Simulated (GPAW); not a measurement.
Runs of GPAW 26.7.0 on MnO. The structure is cubic, space group Fm-3m (No. 225). The conventional cell has a = 4.448 Å, b = 4.448 Å, c = 4.448 Å, α = 90.00°, β = 90.00°, γ = 90.00°. Mn (site symmetry m-3m) is surrounded by 6 O at 2.22 Å. Around O (site symmetry m-3m) lie 6 Mn at 2.22 Å. The cell is a database's computed one.

```tsv
task	level	U	cell	k mesh	band path	band points	optimizer	fmax	max steps	gap on the mesh (eV)	pressure (GPa)	moment (μB)
band structure	PBEsol+U	Mn d U = 3 eV	as given	10 × 10 × 10	GXWKGLUWLK,UX	80	-	-	-	-	2.7	5.00
band structure	PBEsol+U	Mn d U = 4 eV	as given	10 × 10 × 10	GXWKGLUWLK,UX	80	-	-	-	-	(b)	5.00
relaxation of cell and atoms	PBEsol	-	relaxed	9 × 9 × 9	-	-	BFGS	0.02 eV/Å	60	none	-0.1	4.60
band structure	PBEsol+U	Mn d U = 6 eV	as given	10 × 10 × 10	GXWKGLUWLK,UX	80	-	-	-	(a)	4.9	5.00
band structure	PBEsol+U	Mn d U = 8 eV	as given	10 × 10 × 10	GXWKGLUWLK,UX	80	-	-	-	0.94	6.1	5.00
```

Alike in all rows: potentials or basis PAW data sets generated in the run's folder for this functional, pw; spin collinear, ferromagnetic start; cutoff (eV) 800; smearing fermi-dirac 0.05 eV.

Fill in the values left out.

(a) 0.57; (b) 3.5.

Caveats: a cell with one magnetic atom can't hold antiferromagnetic order, which such compounds often take; each step starts from the last one's moments, so a moment once lost doesn't come back (some runs); later steps reuse the first step's grids (some runs); semilocal functionals often make such compounds metallic where correlation or magnetic order opens a gap, which also shifts bond lengths (some runs).

A gap of «none» marks a metal or a gap under the smearing width.

Runs at the PBE level aren't shown here.
